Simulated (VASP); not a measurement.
Computed with SCAN meta-GGA, VASP's PBE PAW potentials (set 64) (plane waves; VASP).

The input files of a VASP run:

POSCAR:
```
GeO2
1
    4.4242313004    -0.0000000000     0.0000000000
   -0.0000000000     4.4242313004     0.0000000000
    0.0000000000     0.0000000000     2.8872588222
Ge O
2 4
Direct
  1.0000000000   1.0000000000   1.0000000000
  0.5000000000   0.5000000000   0.5000000000
  0.3062297070   0.3062297070   0.0000000000
  0.8062297070   0.1937702930   0.5000000000
  0.1937702930   0.8062297070   0.5000000000
  0.6937702930   0.6937702930   0.0000000000
```

File KPOINTS:
```
Regular mesh
0
Gamma
 5 5 7
```

### INCAR
```
EDIFF = 1E-6
NELM = 100
LREAL = .FALSE.
LCHARG = .FALSE.
LMIXTAU = .TRUE.
LMAXMIX = 4   # l cut-off of mixed one-centre charges
SYSTEM = GeO2
METAGGA = SCAN
LWAVE = .FALSE.
SIGMA = 0.05
ENCUT = 520
ALGO = Normal   # blocked Davidson
PREC = Accurate
EDIFFG = -0.02   # ionic stop
ISIF = 3   # ions, shape and volume
ISMEAR = 0   # Gaussian
NSW = 60
LASPH = .TRUE.
IBRION = 2
```

POTCAR, in this order: Ge_d O (PBE.64 set). Program: vasp_std.

The run wrote:

File OUTCAR:
```
 ion  position               nearest neighbor table
   1  0.000  0.000  0.000-   4 1.89   5 1.89   4 1.89   5 1.89   3 1.92   6 1.92
   2  0.500  0.500  0.500-   3 1.89   6 1.89   3 1.89   6 1.89   5 1.92   4 1.92
   3  0.306  0.306  0.000-   2 1.89   2 1.89   1 1.92
   4  0.806  0.194  0.500-   1 1.89   1 1.89   2 1.92
   5  0.194  0.806  0.500-   1 1.89   1 1.89   2 1.92
   6  0.694  0.694  0.000-   2 1.89   2 1.89   1 1.92
  LATTYP: Found a simple tetragonal cell.
 ALAT       =     4.4242313004
 C/A-ratio  =     0.6526012376
 Subroutine PRICEL returns:
 Original cell was already a primitive cell.
 Subroutine GETGRP returns: Found 16 space group operations
The static configuration has the point symmetry D_2h.
 The point group associated with its full space group is D_4h.
The dynamic configuration has the point symmetry D_2h.
 Subroutine INISYM returns: Found 16 space group operations
 Subroutine IBZKPT returns following result:
 Found     24 irreducible k-points:

 Following reciprocal coordinates:
            Coordinates               Weight
  0.000000  0.000000  0.000000      1.000000
  0.200000  0.000000  0.000000      4.000000
  0.400000  0.000000  0.000000      4.000000
  0.200000  0.200000  0.000000      4.000000
  0.400000  0.200000  0.000000      8.000000
  0.400000  0.400000  0.000000      4.000000
  0.000000  0.000000  0.142857      2.000000
  0.200000  0.000000  0.142857      8.000000
  0.400000  0.000000  0.142857      8.000000
  0.200000  0.200000  0.142857      8.000000
  0.400000  0.200000  0.142857     16.000000
  0.400000  0.400000  0.142857      8.000000
  0.000000  0.000000  0.285714      2.000000
  0.200000  0.000000  0.285714      8.000000
  0.400000  0.000000  0.285714      8.000000
  0.200000  0.200000  0.285714      8.000000
  0.400000  0.200000  0.285714     16.000000
  0.400000  0.400000  0.285714      8.000000
  0.000000  0.000000  0.428571      2.000000
  0.200000  0.000000  0.428571      8.000000
  0.400000  0.000000  0.428571      8.000000
  0.200000  0.200000  0.428571      8.000000
  0.400000  0.200000  0.428571     16.000000
  0.400000  0.400000  0.428571      8.000000
   k-points           NKPTS =     24   k-points in BZ     NKDIM =     24   number of bands    NBANDS=     31
   number of dos      NEDOS =    301   number of ions     NIONS =      6
   total plane-waves  NPLWV =  31104
   dimension x,y,z NGX =    36 NGY =   36 NGZ =   24
   dimension x,y,z NGXF=    72 NGYF=   72 NGZF=   48
   ions per type =               2   4
   PREC   = accura    normal or accurate (medium, high low for compatibility)
   ISTART =      0    job   : 0-new  1-cont  2-samecut
   ICHARG =      2    charge: 1-file 2-atom 10-const
   ISPIN  =      1    spin polarized calculation?
   LNONCOLLINEAR =      F non collinear calculations
   LSORBIT =      F    spin-orbit coupling
   INIWAV =      1    electr: 0-lowe 1-rand  2-diag
   ENCUT  =  520.0 eV  38.22 Ry    6.18 a.u.   8.23  8.23  5.37*2*pi/ulx,y,z
   NELM   =    100;   NELMIN=  2; NELMDL= -5     # of ELM steps
   EDIFF  = 0.1E-05   stopping-criterion for ELM
   LREAL  =      F    real-space projection
   NLSPLINE    = F    spline interpolate recip. space projectors
   LMAXMIX     =    4 max onsite mixed and CHGCAR
   VOSKOWN=      0    Vosko Wilk Nusair interpolation
   EDIFFG = -.2E-01   stopping-criterion for IOM
   NSW    =     60    number of steps for IOM
   NBLOCK =      1;   KBLOCK =     60    inner block; outer block
   IBRION =      2    ionic relax: 0-MD 1-quasi-New 2-CG
   NFREE  =      1    steps in history (QN), initial steepest desc. (CG)
   ISIF   =      3    stress and relaxation
   ISYM   =      2    0-nonsym 1-usesym 2-fastsym
   TEIN   =    0.0    initial temperature
   TEBEG  =    0.0;   TEEND  =   0.0 temperature during run
...
```

### OSZICAR
```
       N       E                     dE             d eps       ncg     rms          rms(c)
DAV:   1     0.565738280426E+03    0.56574E+03   -0.27426E+04  1936   0.457E+03
DAV:   2     0.908599162735E+01   -0.55665E+03   -0.53740E+03  1627   0.975E+02
DAV:   3    -0.849224399347E+02   -0.94008E+02   -0.93213E+02  1712   0.239E+02
DAV:   4    -0.899234593723E+02   -0.50010E+01   -0.49845E+01  1747   0.648E+01
DAV:   5    -0.900524105160E+02   -0.12895E+00   -0.12890E+00  1802   0.104E+01    0.133E+01
DAV:   6    -0.739042566276E+02    0.16148E+02   -0.91781E+00  2279   0.959E+01    0.452E+00
DAV:   7    -0.739784829845E+02   -0.74226E-01   -0.59648E+00  2016   0.208E+01    0.339E+00
DAV:   8    -0.738880967200E+02    0.90386E-01   -0.13926E-01  2099   0.376E+00    0.314E+00
DAV:   9    -0.733713789468E+02    0.51672E+00   -0.18106E+00  2145   0.168E+01    0.298E+00
DAV:  10    -0.739527629819E+02   -0.58138E+00   -0.14741E+00  2057   0.106E+01    0.525E-01
DAV:  11    -0.739602544737E+02   -0.74915E-02   -0.52827E-02  1687   0.177E+00    0.363E-01
DAV:  12    -0.739558830342E+02    0.43714E-02   -0.21201E-03  1748   0.420E-01    0.308E-01
DAV:  13    -0.739707985987E+02   -0.14916E-01   -0.15699E-02  1554   0.129E+00    0.231E-01
DAV:  14    -0.739701802772E+02    0.61832E-03   -0.67211E-04  2120   0.313E-01    0.191E-01
DAV:  15    -0.739699850126E+02    0.19526E-03   -0.28244E-04  2152   0.194E-01    0.131E-01
DAV:  16    -0.739696483364E+02    0.33668E-03   -0.28831E-04  2235   0.213E-01    0.665E-02
DAV:  17    -0.739695433468E+02    0.10499E-03   -0.64352E-05  2303   0.981E-02    0.372E-02
DAV:  18    -0.739693727556E+02    0.17059E-03   -0.92697E-05  1865   0.136E-01    0.865E-03
DAV:  19    -0.739692988684E+02    0.73887E-04   -0.10943E-05  2335   0.428E-02    0.120E-02
DAV:  20    -0.739693196323E+02   -0.20764E-04   -0.54958E-06  1696   0.328E-02    0.383E-03
DAV:  21    -0.739693278620E+02   -0.82297E-05   -0.79570E-07  1059   0.890E-03    0.167E-03
DAV:  22    -0.739693331836E+02   -0.53215E-05   -0.23852E-07   954   0.448E-03    0.633E-04
DAV:  23    -0.739693358070E+02   -0.26234E-05   -0.80873E-08   961   0.286E-03    0.131E-04
DAV:  24    -0.739693346011E+02    0.12058E-05   -0.29229E-08   898   0.158E-03    0.709E-05
DAV:  25    -0.739693340941E+02    0.50709E-06   -0.70365E-09   954   0.979E-04
   1 F= -.73969334E+02 E0= -.73969334E+02  d E =-.739693E+02
       N       E                     dE             d eps       ncg     rms          rms(c)
DAV:   1    -0.741035261119E+02   -0.13419E+00   -0.25000E+00  2096   0.296E+01    0.252E+00
DAV:   2    -0.739979852214E+02    0.10554E+00   -0.22850E-01  2075   0.668E+00    0.114E+00
DAV:   3    -0.739648694628E+02    0.33116E-01   -0.56505E-02  2089   0.551E+00    0.331E-01
DAV:   4    -0.739583115915E+02    0.65579E-02   -0.24185E-02  1976   0.234E+00    0.153E-01
DAV:   5    -0.739636026797E+02   -0.52911E-02   -0.10830E-02  1656   0.119E+00    0.897E-02
DAV:   6    -0.739630690488E+02    0.53363E-03   -0.20712E-03  1512   0.531E-01    0.424E-02
DAV:   7    -0.739641636651E+02   -0.10946E-02   -0.31627E-03  1648   0.674E-01    0.145E-02
DAV:   8    -0.739641795272E+02   -0.15862E-04   -0.22694E-04  1754   0.184E-01    0.617E-03
DAV:   9    -0.739641678022E+02    0.11725E-04   -0.86945E-06  1871   0.329E-02    0.402E-03
DAV:  10    -0.739641679612E+02   -0.15897E-06   -0.88196E-06  1526   0.324E-02
   2 F= -.73964168E+02 E0= -.73964168E+02  d E =0.516613E-02
       N       E                     dE             d eps       ncg     rms          rms(c)
DAV:   1    -0.740316137226E+02   -0.67446E-01   -0.12241E+00  2089   0.218E+01    0.173E+00
DAV:   2    -0.739871762200E+02    0.44438E-01   -0.11051E-01  2075   0.438E+00    0.783E-01
DAV:   3    -0.739729675469E+02    0.14209E-01   -0.27496E-02  2090   0.364E+00    0.225E-01
DAV:   4    -0.739689110252E+02    0.40565E-02   -0.11174E-02  1992   0.156E+00    0.106E-01
DAV:   5    -0.739716013278E+02   -0.26903E-02   -0.51941E-03  1648   0.825E-01    0.571E-02
DAV:   6    -0.739706615915E+02    0.93974E-03   -0.15415E-03  1560   0.476E-01    0.228E-02
DAV:   7    -0.739712123632E+02   -0.55077E-03   -0.16168E-03  1488   0.470E-01    0.947E-03
DAV:   8    -0.739712248466E+02   -0.12483E-04   -0.78492E-05  1730   0.106E-01    0.493E-03
DAV:   9    -0.739712432517E+02   -0.18405E-04   -0.64561E-06  1673   0.293E-02    0.221E-03
DAV:  10    -0.739712355104E+02    0.77413E-05   -0.47887E-06  1436   0.242E-02    0.556E-04
DAV:  11    -0.739712342408E+02    0.12696E-05   -0.53139E-07  1038   0.812E-03    0.330E-04
DAV:  12    -0.739712333309E+02    0.90985E-06   -0.49733E-08   877   0.326E-03
   3 F= -.73971233E+02 E0= -.73971233E+02  d E =-.189924E-02
       N       E                     dE             d eps       ncg     rms          rms(c)
DAV:   1    -0.739752055570E+02   -0.39713E-02   -0.66307E-02  2089   0.492E+00    0.407E-01
DAV:   2    -0.739719452174E+02    0.32603E-02   -0.60295E-03  2075   0.104E+00    0.183E-01
DAV:   3    -0.739708597063E+02    0.10855E-02   -0.14919E-03  2096   0.867E-01    0.533E-02
DAV:   4    -0.739707936693E+02    0.66037E-04   -0.64063E-04  2000   0.375E-01    0.250E-02
DAV:   5    -0.739709220905E+02   -0.12842E-03   -0.29212E-04  1656   0.196E-01    0.139E-02
DAV:   6    -0.739709703569E+02   -0.48266E-04   -0.73523E-05  1542   0.102E-01    0.612E-03
DAV:   7    -0.739710207415E+02   -0.50385E-04   -0.88982E-05  1488   0.111E-01    0.214E-03
DAV:   8    -0.739710152523E+02    0.54892E-05   -0.50490E-06  1550   0.274E-02    0.108E-03
DAV:   9    -0.739710145565E+02    0.69585E-06   -0.26928E-07  1024   0.583E-03
   4 F= -.73971015E+02 E0= -.73971015E+02  d E =-.168046E-02
       N       E                     dE             d eps       ncg     rms          rms(c)
DAV:   1    -0.739710273073E+02   -0.12055E-04   -0.22608E-04  2068   0.286E-01    0.236E-02
DAV:   2    -0.739709823767E+02    0.44931E-04   -0.20520E-05  2068   0.604E-02    0.106E-02
DAV:   3    -0.739709647336E+02    0.17643E-04   -0.40595E-06  1761   0.503E-02    0.294E-03
DAV:   4    -0.739709660701E+02   -0.13365E-05   -0.17017E-06  1037   0.189E-02    0.892E-04
DAV:   5    -0.739709707817E+02   -0.47116E-05   -0.15053E-06  1028   0.163E-02    0.556E-04
DAV:   6    -0.739709753105E+02   -0.45288E-05   -0.36545E-07   926   0.749E-03    0.368E-04
DAV:   7    -0.739709757029E+02   -0.39245E-06   -0.60371E-08   786   0.295E-03
   5 F= -.73970976E+02 E0= -.73970976E+02  d E =-.164161E-02
       N       E                     dE             d eps       ncg     rms          rms(c)
DAV:   1    -0.739716912867E+02   -0.71598E-03   -0.17397E-01  1496   0.291E+00    0.159E-01
DAV:   2    -0.739714571081E+02    0.23418E-03   -0.75412E-03  1837   0.714E-01    0.903E-02
DAV:   3    -0.739712705247E+02    0.18658E-03   -0.56898E-04  2230   0.312E-01    0.325E-02
DAV:   4    -0.739712968243E+02   -0.26300E-04   -0.23830E-04  1930   0.188E-01    0.104E-02
DAV:   5    -0.739713145264E+02   -0.17702E-04   -0.12402E-04  1576   0.113E-01    0.711E-03
DAV:   6    -0.739713045409E+02    0.99855E-05   -0.41124E-05  1637   0.689E-02    0.281E-03
DAV:   7    -0.739713088357E+02   -0.42948E-05   -0.80178E-06  1436   0.319E-02    0.860E-04
DAV:   8    -0.739713100249E+02   -0.11892E-05   -0.12730E-06  1073   0.139E-02    0.452E-04
DAV:   9    -0.739713106883E+02   -0.66336E-06   -0.37951E-07   982   0.703E-03
   6 F= -.73971311E+02 E0= -.73971311E+02  d E =-.334985E-03
```

**OUTCAR**
```
------------------------ aborting loop because EDIFF is reached ----------------------------------------
  FORCE on cell =-STRESS in cart. coord.  units (eV):
  Direction    XX          YY          ZZ          XY          YZ          ZX
  --------------------------------------------------------------------------------------
  Total       -0.0302350     -0.0302350      0.0559484     -0.0000000      0.0000000      0.0000000
  in kB       -0.8655386     -0.8655386      1.6016360     -0.0000000      0.0000000      0.0000000
  external PRESSURE =      -0.0431471 kB  Pullay stress =       0.0000000 kB
  volume of cell :       55.97
      direct lattice vectors                 reciprocal lattice vectors
     4.408819942 -0.000000000  0.000000000     0.226818063  0.000000000  0.000000000
    -0.000000000  4.408819942  0.000000000     0.000000000  0.226818063  0.000000000
     0.000000000  0.000000000  2.879317440     0.000000000  0.000000000  0.347304533
 POSITION                                       TOTAL-FORCE (eV/Angst)
 -----------------------------------------------------------------------------------
      0.00000     -0.00000      2.87932        -0.000000     -0.000000      0.000000
      2.20441      2.20441      1.43966        -0.000000     -0.000000      0.000000
      1.34792      1.34792      0.00000         0.005692      0.005692     -0.000000
      3.55233      0.85649      1.43966         0.005692     -0.005692      0.000000
      0.85649      3.55233      1.43966        -0.005692      0.005692     -0.000000
      3.06090      3.06090      2.87932        -0.005692     -0.005692      0.000000
 -----------------------------------------------------------------------------------
    total drift:                                0.000000      0.000000      0.000000
  FREE ENERGIE OF THE ION-ELECTRON SYSTEM (eV)
  ---------------------------------------------------
  free  energy   TOTEN  =       -73.9713106883 eV

  energy  without entropy=      -73.9713106883  energy(sigma->0) =      -73.97131069

 reached required accuracy - stopping structural energy minimisation
```
(Selected blocks of OUTCAR.)

### CONTCAR
```
GeO2
   1.00000000000000
     4.4088199420463718   -0.0000000000000000    0.0000000000000000
    -0.0000000000000000    4.4088199420463718    0.0000000000000000
     0.0000000000000000    0.0000000000000000    2.8793174399214800
  Ge              O
     2     4
Direct
     0.0000000000000000    0.0000000000000000    1.0000000000000000
     0.5000000000000000    0.5000000000000000    0.5000000000000000
     0.3057333388301232    0.3057333388301232    0.0000000000000000
     0.8057333388301231    0.1942666611698768    0.5000000000000000
     0.1942666611698768    0.8057333388301231    0.5000000000000000
     0.6942666611698769    0.6942666611698769    1.0000000000000000
```

The compound is GeO2 in the rutile structure. This run relaxes it. Symmetry was kept, so distortions that lower it aren't found. The start is the result of an earlier pass.
